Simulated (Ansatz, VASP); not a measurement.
**Fe in VASP and in Ansatz**

The input INCAR:

```
SYSTEM = Fe
ALGO = Normal
EDIFF = 1E-6
ENCUT = 520
GGA = CA
ISIF = 2
ISMEAR = -1
ISPIN = 2
LASPH = .True.
LCHARG = .True.
LELF = .True.
LMAXMIX = 4
LORBIT = 11
LREAL = .False.
LVHAR = .True.
LWAVE = .False.
MAGMOM = 3
NBANDS = 14
NELM = 150
PREC = Accurate
SIGMA = 0.05
```

The input KPOINTS:

```
k-points
0
Gamma
  13 13 13
  0 0 0
```

File POSCAR:

```
Fe
1.0
    0.0000000000      1.9154967481      1.9385464314
    1.4781880421      0.0000000000      1.9385464314
    1.4781880421      1.9154967481      0.0000000000
Fe
1
Direct
    0.0000000000      0.0000000000      0.0000000000
```

The input input.yaml:

```yaml
crystal:
  lattice:
    - [0.0, 1.9154967481, 1.9385464314]
    - [1.4781880421, 0.0, 1.9385464314]
    - [1.4781880421, 1.9154967481, 0.0]
  atoms:
    - { symbol: Fe, position: [0.0, 0.0, 0.0], spin: 3.0 }
kpoints:
  mp_grid: { grid: [13, 13, 13] }
scf:
  occupations: { method: fermi_dirac, width: 0.05 }
hamiltonian:
  xc: lda
  pseudopotentials: { kind: all_electron, lapw: { basis_error: 0.001 } }
magnetization:
  spin_polarized: true
output:
  forces: true
  stress: true
  eigenvalues: true
```

Change from the starting cell: volume scaled by 0.96.

Alike in both runs: task single point; functional LDA; k mesh 13 × 13 × 13; occupations fermi-dirac, width 0.05 eV; collinear spin.

|  | VASP | Ansatz |
| --- | --- | --- |
| version | VASP 6.6.1 | Ansatz 0.2.0 |
| potentials or method | VASP PAW LDA potentials, release 64 (Fe) | all-electron LAPW, scalar-relativistic |
| plane-wave cutoff (eV) | 520 | see its input |

Ansatz gave:

```
gap on the k mesh at the Fermi level (eV)                     : none
pressure (GPa)                                                : -11.9
largest component of the traceless stress (GPa)               : 6.69
net moment per atom (μB)                                      : 2.06
size of the moment on the site where the two differ most (μB) : 2.09
```

Task: Estimate VASP's values.

Result: gap on the k mesh at the Fermi level (eV): none; pressure (GPa): -12.5; largest component of the traceless stress (GPa): 6.70; net moment per atom (μB): 2.04; size of the moment on the site where the two differ most (μB): 2.01.

Site moments also hang on the region over which each program counts them. A gap of «none» marks a metal or a gap that the smearing closes. Ansatz ran all-electron here, so the differences hold the error of VASP's frozen core and of both bases.
